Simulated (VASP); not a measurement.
A run of VASP 6.6.1:

Contents of INCAR:

```
SYSTEM = Si
  PREC = Accurate
  ENCUT = 520
  EDIFF = 1E-7
  ISMEAR = 0
  SIGMA = 0.05
  LREAL = .FALSE.
  LASPH = .TRUE.
  NELM = 150
  ALGO = Fast
  ISIF = 2
  LWAVE = .FALSE.
  LCHARG = .FALSE.
  ISPIN = 2
  MAGMOM = 0 0 0 0 2
  LORBIT = 11
  LDIPOL = .TRUE.
  IDIPOL = 3
  DIPOL = 0.5 0.5 0.303
  NBANDS = 22
```

Contents of KPOINTS:

```
Automatic mesh
0
G
  9 9 1
  0 0 0
```

File POSCAR:

```
Si
1.0
    3.8197534856      0.0000000000      0.0000000000
   -1.9098767428      3.3080035547      0.0000000000
    0.0000000000      0.0000000000     20.8774703619
Si
5
Direct
    0.3333333333      0.6666666667      0.1915940931
    0.0000000000      0.0000000000      0.2289407592
    0.0000000000      0.0000000000      0.3465910495
    0.6666666667      0.3333333333      0.3773191975
    1.3333333333     -0.3333333333      0.3682184780
```

Potentials or basis: VASP PAW LDA potentials, release 64 (Si).

Launch:

```bash
$ cat potpaw_LDA.64/Si/POTCAR > POTCAR
$ mpirun -np 1 vasp_std > vasp.out
```

Hardware: 1 thread of AMD EPYC 7R13 Processor (Zen 3), with other jobs on the host.

Q: Estimate the wall time of this run.

A: Wall time 3.3 min on 1 thread of AMD EPYC 7R13 Processor (Zen 3) (shared host), peak memory 0.3 GiB. Counts: scf iterations 24, k points 12.
